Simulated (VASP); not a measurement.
# BeTe (F-43m) in VASP: electric field gradients with r2SCAN

Aim: the electric field gradients of BeTe with r2SCAN.

Everything below comes from runs of VASP 6.6.1. Logs are shortened: lines on timing, memory, paths and dates and some standing lists are left out, and cuts for length are marked.

## (1) The crystal as given

The structure is cubic, space group F-43m (No. 216). The conventional cell has a = 5.540 Å, b = 5.540 Å, c = 5.540 Å, α = 90.00°, β = 90.00°, γ = 90.00°. Be (site symmetry -43m) has 4 Te at 2.40 Å as nearest neighbours. Te (site symmetry -43m) is surrounded by 4 Be at 2.40 Å.

## (2) Electric field gradients, r2SCAN

POSCAR reads:

```
BeTe
1.0
    0.0000000000      2.7700000000      2.7700000000
    2.7700000000      0.0000000000      2.7700000000
    2.7700000000      2.7700000000      0.0000000000
Be Te
1 1
Direct
    0.0000000000      0.0000000000      0.0000000000
    0.7500000000      0.7500000000      0.7500000000
```

INCAR.step1 reads:

```
PREC = Accurate
ENCUT = 520
ISMEAR = -1
SIGMA = 0.03
LREAL = False
LASPH = True
NELM = 100
NBANDS = 11
GGA = PE
ALGO = Normal
EDIFF = 1E-4
LWAVE = True
LCHARG = False
```

INCAR.step2 reads:

```
PREC = Accurate
ENCUT = 520
EDIFF = 1E-8
ISMEAR = -1
SIGMA = 0.03
LREAL = False
LASPH = True
NELM = 100
ALGO = Normal
ISIF = 2
LWAVE = False
LCHARG = False
METAGGA = R2SCAN
LMIXTAU = True
LEFG = True
NBANDS = 11
ISTART = 1
```

KPOINTS reads:

```
Automatic mesh
0
Gamma
  11 11 11
```

Potentials or basis: VASP PAW PBE potentials, release 64 (Be, Te).

Launch:

```sh
cat potpaw_PBE.64/Be/POTCAR potpaw_PBE.64/Te/POTCAR > POTCAR
cp INCAR.step1 INCAR
mpirun -np 1 vasp_std > vasp.out
cp INCAR.step2 INCAR
mpirun -np 1 vasp_std > vasp.out
```

OUTCAR:

```text
PREC = Accurate
   ENCUT = 520
   EDIFF = 1E-8
   ISMEAR = -1
   LREAL = False
   LASPH = True
   NELM = 100
   ISIF = 2
   METAGGA = R2SCAN
   ISTART = 1

 ion  position               nearest neighbor table
   1  0.000  0.000  0.000-   2 2.40   2 2.40   2 2.40   2 2.40
   2  0.750  0.750  0.750-   1 2.40   1 2.40   1 2.40   1 2.40

  LATTYP: Found a face centered cubic cell.
 ALAT       =     5.5400000000

  Lattice vectors:

 A1 = (   0.0000000000,   2.7700000000,   2.7700000000)
 A2 = (   2.7700000000,   0.0000000000,   2.7700000000)
 A3 = (   2.7700000000,   2.7700000000,   0.0000000000)

Analysis of symmetry for initial positions (statically):
=====================================================================
 Subroutine PRICEL returns:
 Original cell was already a primitive cell.

 Routine SETGRP: Setting up the symmetry group for a
 face centered cubic supercell.

 Subroutine GETGRP returns: Found 24 space group operations
 (whereof 24 operations were pure point group operations)
 out of a pool of 48 trial point group operations.

The static configuration has the point symmetry T_d .

Analysis of symmetry for dynamics (positions and initial velocities):
=====================================================================
 Subroutine PRICEL returns:
 Original cell was already a primitive cell.

 Routine SETGRP: Setting up the symmetry group for a
 face centered cubic supercell.

 Subroutine GETGRP returns: Found 24 space group operations
 (whereof 24 operations were pure point group operations)
 out of a pool of 48 trial point group operations.

The dynamic configuration has the point symmetry T_d .

 Subroutine INISYM returns: Found 24 space group operations
 (whereof 24 operations are pure point group operations),
 and found     1 'primitive' translations

----------------------------------------------------------------------------------------

                                     Primitive cell

  volume of cell :      42.5079

  direct lattice vectors                    reciprocal lattice vectors
     0.000000000  2.770000000  2.770000000    -0.180505415  0.180505415  0.180505415
     2.770000000  0.000000000  2.770000000     0.180505415 -0.180505415  0.180505415
     2.770000000  2.770000000  0.000000000     0.180505415  0.180505415 -0.180505415
[... 128 lines left out ...]
  ---------------------------------------------------
  free energy    TOTEN  =       -30.64733386 eV

  energy without entropy =      -30.64733385  energy(sigma->0) =      -30.64733385

 E-fermi :   6.0794     XC(G=0):  -9.6880

 val. band max:        5.5145822676   @ k =   0.0000   0.0000   0.0000
 cond. band min:       7.7448798298   @ k =   0.4545   0.4545   0.0000
 fundamental gap:      2.2302975622
 Fermi energy:         6.0794107332

 k-point     1 :       0.0000    0.0000    0.0000
  band No.  band energies     occupation
      1      -7.6299      2.00000
      2       5.5146      2.00000
      3       5.5146      2.00000
      4       5.5146      2.00000
      5       9.4727      0.00000
      6       9.4727      0.00000
      7       9.4727      0.00000
      8      10.4209      0.00000
      9      14.6431      0.00000
     10      16.3553      0.00000
     11      16.3553      0.00000
[... 309 lines left out ...]
 k-point    24 :      -0.1818    0.1818    0.0000
  band No.  band energies     occupation
      1      -6.7492      2.00000
      2       1.8074      2.00000
      3       3.0961      2.00000
      4       4.8164      2.00000
      5      10.1580      0.00000
      6      10.5658      0.00000
      7      11.2084      0.00000
      8      12.5214      0.00000
      9      14.0603      0.00000
     10      16.6718      0.00000
     11      17.3467      0.00000

 [... further k-points ...]
[... 5 lines left out ...]
  --------------------------------------------------------------------------------------
  -------------------------------------------------------------------------------------
  Total        1.1805761      1.1805761      1.1805761     -0.0000000      0.0000000     -0.0000000
  in kB       44.4974644     44.4974644     44.4974644     -0.0000000      0.0000000     -0.0000000
  external PRESSURE =      44.4974644 kB  Pullay stress =       0.0000000 kB

 VOLUME and BASIS-vectors are now :
 -----------------------------------------------------------------------------
  energy-cutoff  :      520.00
  volume of cell :       42.51
      direct lattice vectors                 reciprocal lattice vectors
     0.000000000  2.770000000  2.770000000    -0.180505415  0.180505415  0.180505415
     2.770000000  0.000000000  2.770000000     0.180505415 -0.180505415  0.180505415
     2.770000000  2.770000000  0.000000000     0.180505415  0.180505415 -0.180505415

 POSITION                                       TOTAL-FORCE (eV/Angst)
 -----------------------------------------------------------------------------------
      0.00000      0.00000      0.00000         0.000000      0.000000      0.000000
      4.15500      4.15500      4.15500        -0.000000     -0.000000     -0.000000
 -----------------------------------------------------------------------------------
    total drift:                               -0.000000     -0.000000     -0.000000

  FREE ENERGIE OF THE ION-ELECTRON SYSTEM (eV)
  ---------------------------------------------------
  free  energy   TOTEN  =       -30.6473338550 eV

  energy  without entropy=      -30.6473338550  energy(sigma->0) =      -30.64733385

 Electric field gradients (V/A^2)
---------------------------------------------------------------------
 ion       V_xx      V_yy      V_zz      V_xy      V_xz      V_yz
---------------------------------------------------------------------
   1       0.000     0.000    -0.000     0.000     0.000     0.000
   2       0.000    -0.000    -0.000    -0.000    -0.000    -0.000
---------------------------------------------------------------------

 Electric field gradients after diagonalization (V/A^2)
 (convention: |V_zz| > |V_xx| > |V_yy|)
----------------------------------------------------------------------
 ion       V_xx      V_yy      V_zz     asymmetry (V_yy - V_xx)/ V_zz
----------------------------------------------------------------------
   1      -0.000    -0.000     0.000       0.000
   2       0.000     0.000    -0.000       0.000
----------------------------------------------------------------------

           NMR quadrupolar parameters

 Cq : quadrupolar parameter    Cq=e*Q*V_zz/h
 eta: asymmetry parameters     (V_yy - V_xx)/ V_zz
 Q  : nuclear electric quadrupole moment in mb (millibarn)
----------------------------------------------------------------------
 ion       Cq(MHz)       eta       Q (mb)
----------------------------------------------------------------------
   1       0.000       0.000       1.000
   2      -0.000       0.000       1.000
----------------------------------------------------------------------
```

Wall time 2.2 min (1 thread of Intel Xeon Platinum 8259CL at 2.50GHz (Skylake/Cascade Lake), shared host); peak memory 0.19 GiB.

Results:

```yaml
Free_energy: -30.6473 eV
Pressure: 4.4 GPa
Band_gap_on_the_k_mesh: 2.23 eV, indirect (least direct gap 3.96 eV)
```

Electric field gradients, principal values (V/Å²):
```tsv
atom	Vxx	Vyy	Vzz
1 Be	0.000	0.000	0.000
2 Te	0.000	0.000	0.000
```

Caveat: the PAW data sets were made with another functional, which shifts forces and pressure a little; spin-orbit coupling is left out, which moves the levels of the heavy elements; an odd mesh through Γ misses points on the zone boundary, where band edges often lie.
